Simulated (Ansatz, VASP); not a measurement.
# Two plane-wave programs on AlN

```xyz
2
Lattice="0.0000 2.1840 2.1840 2.1840 0.0000 2.1840 2.1840 2.1840 0.0000" Properties=species:S:1:pos:R:3 pbc="T T T"
Al    0.0000    0.0000    0.0000
N     1.0920    1.0920    1.0920
```

Measurements of this composition are mostly on another form, of space group No. 186.

Alike in both runs: task single point; functional PBE; k mesh 5 × 5 × 5; no spin polarisation.

|  | VASP | Ansatz |
| --- | --- | --- |
| version | VASP 6.6.1 | Ansatz 0.2.0 |
| potentials or method | VASP PAW PBE potentials, release 64 (Al, N) | scalar-relativistic, plane waves, PAW |
| plane-wave cutoff (eV) | 520 | 500 |
| occupations | gaussian, width 0.01 eV | fixed |
| valence electrons in the cell | 8 | 8 |

```csv
,VASP,Ansatz,Ansatz less VASP
gap on the k mesh at the Fermi level (eV),3.89,3.90,+0.008
```

Caveats: the k mesh is coarse (spacing up to 0.50 Å⁻¹), so the values aren't converged; an odd mesh through Γ misses points on the zone boundary, where band edges often lie. A hybrid or GW would open this gap; PBE tends to underestimate it.
